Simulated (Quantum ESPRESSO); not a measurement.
Runs of Quantum ESPRESSO 7.5 on Sb. The structure is cubic, space group Im-3m (No. 229). Conventional cell: a = 3.743 Å, b = 3.743 Å, c = 3.743 Å, α = 90.00°, β = 90.00°, γ = 90.00°. Around Sb (site symmetry m-3m) lie 8 Sb at 3.24 Å. This isn't the form of Sb at room conditions, which is rhombohedral.

| task | level | potentials or basis | cell | k mesh | cutoff (eV) | SCF threshold | most ionic steps | forc conv thr | etot conv thr | ion dynamics | gap on the mesh (eV) | pressure (GPa) | V0 of scaled cells (Å³/atom) | B0 (GPa) |
| --- | --- | --- | --- | --- | --- | --- | --- | --- | --- | --- | --- | --- | --- | --- |
| equation of state | PBEsol | GBRV 1.5 PBEsol | as given | 10 × 10 × 10 | 612 | 2e-10 Ry | - | - | - | - | - | - | 26.26 | 68 |
| relaxation of cell and atoms | PBEsol+D3 | GBRV 1.5 PBEsol | relaxed to 0.3 kbar | 10 × 10 × 10 | 612 | 2e-10 Ry | 40 | 0.0004 Ry/bohr | 1e-05 Ry | bfgs | none | 0.0 | - | - |
| relaxation of cell and atoms | PBEsol+D3(BJ) | GBRV 1.5 PBEsol | relaxed to 0.3 kbar | 10 × 10 × 10 | 612 | 2e-10 Ry | 40 | 0.0004 Ry/bohr | 1e-05 Ry | bfgs | none | 0.0 | - | - |
| equation of state | r2SCAN | SG15 PBE 1.2 | as given | 8 × 8 × 8 | 952 | 1e-08 Ry | - | - | - | - | - | - | 26.34 | (a) |
| equation of state | LDA | GBRV 1.5 LDA | as given | 10 × 10 × 10 | 612 | 2e-10 Ry | - | - | - | - | - | - | (b) | 70 |
| relaxation of cell and atoms | PBEsol+rVV10 | GBRV 1.5 PBEsol | relaxed to 0.3 kbar | 10 × 10 × 10 | 612 | 2e-10 Ry | 40 | 0.0004 Ry/bohr | 1e-05 Ry | bfgs | none | 0.0 | - | - |
| relaxation of cell and atoms | PBEsol | GBRV 1.5 PBEsol | relaxed to 0.3 kbar | 10 × 10 × 10 | 612 | 2e-10 Ry | 40 | 0.0004 Ry/bohr | 1e-05 Ry | bfgs | none | 0.0 | - | - |

Alike in all rows: no spin polarisation; smearing fermi-dirac 0.05 eV.

**Question.** Estimate the missing entries.

**Answer.** (a) 58; (b) 25.80.

Caveats: pairwise dispersion overbinds metals, which lowers pressure and volume (some runs); the potentials were made for another functional, which shifts forces and pressure (some runs); rVV10's parameter b was fitted to another functional (some runs).

A k mesh can miss the band edges, and the runs leave out spin-orbit coupling on Sb.

A gap of «none» marks a metal or a gap under the smearing width.

Runs at the PBE level aren't shown here.
